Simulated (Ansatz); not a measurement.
A generator proposed this cell of BP.

```
CELL_PARAMETERS angstrom
1.58979 0.91787 5.19223
-1.58979 0.91787 5.19223
0.00000 -1.83573 5.19223
ATOMIC_POSITIONS crystal
B 0.87500 0.87500 0.87500
B 0.12500 0.12500 0.12500
P 0.25000 0.25000 0.25000
P 0.75000 0.75000 0.75000
```

The calculation used DFT PBE, scalar-relativistic, plane waves, PAW (Ansatz 0.2.0). Settings: cutoff 420 eV, Γ-centred mesh 6×6×6 on the computed 4-atom cell, Gaussian smearing of 0.10 eV; no spin polarisation.

The zero of energy is the elements' standard structures at the same level; no fitted shifts are applied. The references include black phosphorus.

Question: How far from equilibrium is it?

Answer: The pressure is 18.6 GPa (the mean over three directions, positive in compression), the largest force is 2.40 eV/Å, and the energy is +0.37 eV/atom against the elements. The shortest distance is 1.95 Å.

Question: How much does it gain on relaxing, and where does it end?

Answer: Relaxing gains about 0.42 eV/atom in 37 ionic steps and ends at −0.050 eV/atom on the finer mesh. The symmetry stays R-3m (No. 166). The volume per atom grows by 83.3 %, from 11.4 to 20.8 Å³. The shortest distance goes from 1.95 Å (B–P) to 1.86 Å (B–P). The ratio c/a of the conventional cell changes by a factor of 1.77. Conventional cell: a = 3.214 Å, c = 27.944 Å. B is surrounded by 3 P at 1.86 Å; P has 3 B at 1.86 Å.

The last run used a 12×12×12 mesh for its 4-atom cell and Gaussian smearing of 0.02 eV. Weakly bound directions are ill-defined at this level, which has no dispersion term. The reference form of P is held partly by dispersion forces, which this level lacks. The relaxation can't lower the symmetry of the start. Symmetry constrained the relaxation, so the result can be a saddle point.
